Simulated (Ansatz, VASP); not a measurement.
**One calculation of GaN, two programs**

```
Ga N
1.0
     3.18000    0.00000    0.00000
    -1.59000    2.75396    0.00000
     0.00000    0.00000    5.16600
Ga N
2 2
Cartesian
  1.6188 0.9301 2.5776
  0.0354 1.8444 0.0547
  1.5867 0.9433 4.5264
  0.0246 1.7981 1.9332
```

Change from the starting cell: atoms moved at random, drawn with an rms of 0.05 Å.

Alike in both runs: task single point; functional PBE; k mesh 10 × 10 × 5; occupations fermi-dirac, width 0.05 eV; no spin polarisation.

|  | VASP | Ansatz |
| --- | --- | --- |
| version | VASP 6.6.1 | Ansatz 0.2.0 |
| potentials or method | VASP PAW PBE potentials, release 64 (Ga_d, N) | Ansatz PAW |
| plane-wave cutoff (eV) | 520 | 420 |
| valence electrons in the cell | 36 | 36 |

Ansatz gave:

| Property | Result |
| --- | --- |
| gap on the k mesh at the Fermi level (eV) | 1.85 |
| least direct gap on the mesh (eV) | 1.85 |
| pressure (GPa) | 7.8 |
| largest component of the traceless stress (GPa) | 4.00 |
| rms of the force components (eV/Å) | 0.589 |

Task: What did VASP give for the same quantities?

Result: gap on the k mesh at the Fermi level (eV): 1.86; least direct gap on the mesh (eV): 1.86; pressure (GPa): 7.8; largest component of the traceless stress (GPa): 3.95; rms of the force components (eV/Å): 0.583.

Atom by atom the forces differ by 0.007 eV/Å (rms over components). With one functional, cell and mesh, what is left measures potentials, basis and numerics.

Caveats: odd divisions of the mesh miss points on the zone boundary, where band edges often lie, so the gap on the mesh can be too wide (Ansatz); the pressure holds a Pulay correction of +0.5 GPa for the finite cutoff (Ansatz).
